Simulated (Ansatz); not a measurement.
Runs of Ansatz 0.2.0 on AlAu2. The structure is tetragonal, space group I4/mmm (No. 139). The conventional cell has a = 3.343 Å, b = 3.343 Å, c = 8.798 Å, α = 90.00°, β = 90.00°, γ = 90.00°. Au (site symmetry 4mm) has 5 Al at 2.73 to 3.02 Å and 5 Au at 2.75 to 2.88 Å as nearest neighbours. Al (site symmetry 4/mmm) has 10 Au at 2.73 to 3.02 Å as nearest neighbours. The cell comes from a database or a generator and needn't be the stable form of this composition.

```tsv
task	level	potentials or basis	spin	k mesh	cutoff (eV)	basis error allowed	pressure (GPa)	largest force (eV/Å)
band structure	PBEsol	all-electron LAPW, relativistic spinors	SOC, no magnetisation	8 × 8 × 8	257	0.002 eV/atom	-3.4	(a)
band structure	PBEsol	all-electron PAW datasets made for the crystal	off	11 × 11 × 11	260	-	-2.3	0.06
band structure	PBEsol	all-electron LAPW, non-relativistic	off	11 × 11 × 11	258	0.002 eV/atom	18.4	0.55
single point	PBEsol	all-electron LAPW, scalar-relativistic	off	11 × 11 × 11	277	0.001 eV/atom	-2.3	0.06
band structure	PBEsol	all-electron LAPW, scalar-relativistic	off	11 × 11 × 11	257	0.002 eV/atom	-2.3	0.06
band structure	PBEsol	all-electron LAPW, scalar-relativistic	off	8 × 8 × 8	257	0.002 eV/atom	-2.3	0.06
band structure	LDA	all-electron LAPW, scalar-relativistic	off	11 × 11 × 11	257	0.002 eV/atom	-6.0	(b)
```

Alike in all rows: cell as given; smearing fermi-dirac 0.05 eV.

Fill in the values left out.

(a) 0.04; (b) 0.02.

Caveats: the k mesh is thin for a metal, which can move the energy by tens of meV per atom (some runs); relativity is left out, which matters for the heavier elements (some runs).

Not every run made on this cell is shown here.
